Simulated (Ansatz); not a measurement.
**Molecular dynamics of WC**

Input file:

```yaml
crystal:
  lattice:
    - [-2.890225, -5.006016, 0.0]
    - [4.335337, -2.503008, 0.0]
    - [0.0, 0.0, 5.677488]
  atoms:
    - { symbol: W, position: [0.73451939, 0.46756706, 0.01143164] }
    - { symbol: C, position: [0.46359161, 0.66543383, 0.25976005] }
    - { symbol: W, position: [0.68320964, 0.50449669, 0.50875708] }
    - { symbol: C, position: [0.48387886, 0.64848261, 0.75995665] }
    - { symbol: W, position: [0.49276812, -0.05025188, 0.0318135] }
    - { symbol: C, position: [0.23797828, 0.11402353, 0.24463052] }
    - { symbol: W, position: [0.47581637, -0.03546204, 0.47789084] }
    - { symbol: C, position: [0.27093076, 0.12748202, 0.767861] }
    - { symbol: W, position: [0.22667006, 0.45656691, -0.01285083] }
    - { symbol: C, position: [-0.02295982, 0.62137091, 0.28204514] }
    - { symbol: W, position: [0.20970251, 0.42581787, 0.51255968] }
    - { symbol: C, position: [-0.05167703, 0.63429154, 0.7764383] }
    - { symbol: W, position: [-0.04576887, -0.04014893, -0.03075212] }
    - { symbol: C, position: [0.75539681, 0.1434606, 0.23564931] }
    - { symbol: W, position: [-0.04425592, -0.02327644, 0.48605317] }
    - { symbol: C, position: [0.69027871, 0.18194505, 0.73201854] }
basis:
  ecutwfc: 420.0
kpoints:
  mp_grid: { grid: [3, 3, 3] }
hamiltonian:
  xc: pbe
  pseudopotentials: { kind: paw, azcp: { folder: soft_1 } }
scf:
  occupations: { method: fermi_dirac, width: 0.3 }
  lower_state_search: "off"
md:
  timestep: 1
  n_steps: 280
  ensemble: npt_langevin
  temperature: 2450.0
  initial_velocities: maxwell_boltzmann
  seed: 656330
  friction: 0.05
  pressure: 5.0
  fix_cell: [angles]
```

Run as:

```bash
$ ansatz run input.yaml --threads 2 --pin off --max-ram 5120MiB --backend cpu --events-out ev --progress --plain --runs-dir out
```

It goes on from the last frame of an earlier run, with new velocities.

Output, in part (step lines):

```
md step     0: t =     0.00 fs  T =  2296.9 K  F+E_penalty+E_count = -85090.00485073 eV  E_kin = 4.750305 eV  conserved = -85081.20455073 eV  P_inst = 30.1191 GPa  V = 164.2896 Å³  selection 1  (9 SCF iters)
md step     1: t =     1.00 fs  T =  2191.7 K  F+E_penalty+E_count = -85090.01194070 eV  E_kin = 4.532779 eV  conserved = -85081.20522992 eV  P_inst = 29.7653 GPa  V = 164.3484 Å³  selection 1  (6 SCF iters)
md step     2: t =     2.00 fs  T =  2468.8 K  F+E_penalty+E_count = -85090.10827137 eV  E_kin = 5.105775 eV  conserved = -85081.20759074 eV  P_inst = 29.2966 GPa  V = 164.5491 Å³  selection 1  (7 SCF iters)
md step     3: t =     3.00 fs  T =  2438.8 K  F+E_penalty+E_count = -85090.25154280 eV  E_kin = 5.043907 eV  conserved = -85081.20739519 eV  P_inst = 28.0358 GPa  V = 164.8429 Å³  selection 1  (7 SCF iters)
md step     4: t =     4.00 fs  T =  2507.1 K  F+E_penalty+E_count = -85090.41969690 eV  E_kin = 5.185173 eV  conserved = -85081.21006821 eV  P_inst = 26.7672 GPa  V = 165.1540 Å³  selection 1  (6 SCF iters)
md step     5: t =     5.00 fs  T =  2536.6 K  F+E_penalty+E_count = -85090.60211140 eV  E_kin = 5.246069 eV  conserved = -85081.21046073 eV  P_inst = 25.4139 GPa  V = 165.4590 Å³  selection 1  (6 SCF iters)
md step     6: t =     6.00 fs  T =  2116.6 K  F+E_penalty+E_count = -85090.76893863 eV  E_kin = 4.377551 eV  conserved = -85081.20798878 eV  P_inst = 23.5269 GPa  V = 165.7894 Å³  selection 1  (6 SCF iters)
md step     7: t =     7.00 fs  T =  2324.8 K  F+E_penalty+E_count = -85090.91109644 eV  E_kin = 4.808122 eV  conserved = -85081.20961622 eV  P_inst = 22.5368 GPa  V = 166.1605 Å³  selection 1  (5 SCF iters)
[... lines left out ...]
```

The steps, from the saved trajectory:

| time (fs) | T (K) | potential energy less start (eV) | conserved less start (meV/atom) | P (GPa) | volume (Å³) |
| --- | --- | --- | --- | --- | --- |
| 0 | 2297 | 0.000 | 0.00 | 30.1 | 164.3 |
| 9 | 2386 | -1.089 | -0.25 | 20.4 | 166.9 |
| 18 | 1792 | -0.953 | -0.02 | 15.8 | 169.0 |
| 27 | 1586 | -1.646 | 0.07 | 8.1 | 172.4 |
| 36 | 2963 | -2.641 | -0.12 | 6.4 | 173.1 |
| 45 | 3040 | -3.666 | -0.21 | 7.6 | 171.5 |
| 54 | 2558 | -4.218 | -0.16 | 5.9 | 171.2 |
| 63 | 1671 | -3.717 | 0.04 | 4.6 | 172.3 |
| 72 | 2082 | -3.754 | -0.05 | 5.1 | 172.5 |
| 81 | 1931 | -3.743 | 0.18 | 5.8 | 171.4 |
| 90 | 1521 | -3.989 | 0.09 | 2.7 | 171.9 |
| 99 | 2275 | -3.727 | -0.23 | 0.1 | 174.3 |
| 108 | 1871 | -3.376 | -0.03 | 2.2 | 174.3 |
| 117 | 1730 | -3.384 | 0.05 | 6.3 | 172.4 |
| 126 | 2788 | -4.725 | -0.27 | 6.1 | 171.3 |
| 135 | 2173 | -4.287 | 0.05 | 14.4 | 167.5 |
| 144 | 1781 | -3.545 | 0.31 | 16.0 | 167.3 |
| 153 | 2523 | -4.515 | 0.05 | 15.3 | 166.8 |
| 162 | 2181 | -4.482 | 0.15 | 13.1 | 167.6 |
| 171 | 2583 | -3.998 | -0.09 | 9.3 | 170.1 |
| 180 | 2505 | -2.591 | 0.06 | 6.4 | 173.5 |
| 189 | 1649 | -1.310 | 0.20 | 2.7 | 177.0 |
| 198 | 1511 | -1.747 | 0.16 | -2.2 | 179.0 |
| 207 | 2184 | -2.733 | -0.01 | -7.1 | 179.8 |
| 216 | 2909 | -2.859 | -0.09 | -5.0 | 178.6 |
| 225 | 2268 | -2.575 | 0.14 | 0.7 | 175.9 |
| 234 | 2844 | -2.606 | -0.16 | 1.6 | 175.7 |
| 243 | 2958 | -2.269 | -0.11 | 7.1 | 172.8 |
| 252 | 3256 | -3.210 | -0.38 | 8.3 | 171.5 |
| 261 | 2463 | -0.831 | 0.21 | 12.3 | 171.8 |
| 270 | 3204 | -1.393 | -0.19 | 7.8 | 173.4 |
| 279 | 3660 | -3.040 | -0.09 | 2.9 | 173.8 |

All steps were run. The conserved energy stayed within 0.43 meV per atom of its start (net change -0.11 meV per atom), so the integration is sound. A run of 0.28 ps of so small a system gives no equilibrium averages. Limits of this set-up: coarse k mesh. The cell's volume went from 164 to 174 Å³.

Mean squared displacements from the first frame to the last, about the centre of mass, the cell's change included: W 0.05 Å², C 0.09 Å².

Last frame:

```xyz
16
Lattice="-2.8675 -4.9666 0.0000 4.4438 -2.5657 0.0000 0.0000 0.0000 5.9033" Properties=species:S:1:pos:R:3
W 0.101 -5.001 -0.052
C 1.426 -4.057 1.567
W -0.053 -4.735 2.938
C 1.377 -4.144 4.522
W -1.518 -2.308 -0.083
C 0.195 -1.540 1.469
W -1.373 -2.244 2.826
C -0.058 -1.508 4.441
W 1.285 -2.219 0.035
C 3.072 -1.665 1.452
W 1.442 -2.401 2.926
C 2.978 -1.637 4.339
W -0.122 0.143 -0.095
C -1.521 -3.978 1.280
W -0.084 0.152 2.789
C -1.552 -3.903 4.270
```

Time of the run: 29 min on 2 threads of Intel(R) Xeon(R) CPU @ 2.60GHz (Ice Lake) (shared host), peak memory 0.81 GiB.
